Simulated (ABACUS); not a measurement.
Crystal: Mo.

```xyz
1
Lattice="-1.5838 1.5838 1.5838 1.5838 -1.5838 1.5838 1.5838 1.5838 -1.5838" Properties=species:S:1:pos:R:3 pbc="T T T"
Mo    0.0000    0.0000    0.0000
```

Base run:

```yaml
Program: ABACUS 3.10.1
Functional: revTPSS
Potentials_or_basis: SG15 ONCV 1.2 PBE
Cutoff: 1279 eV
Density_cutoff: 5116 eV
Basis: plane waves
k_mesh: 8 × 8 × 8
Occupations: fermi-dirac, width 0.05 eV
Spin: no spin polarisation
```

Its results: band gap on the k mesh none (metal or under the smearing width); pressure -6.8 GPa.

Task: The run is repeated on the same cell with these changes: functional from revTPSS to SCAN. What comes out?

Result: Band gap on the k mesh none (metal or under the smearing width); pressure -4.7 GPa.

Caveats: the potentials were made for another functional, which shifts forces and pressure.

Not every run made on this cell is shown here.
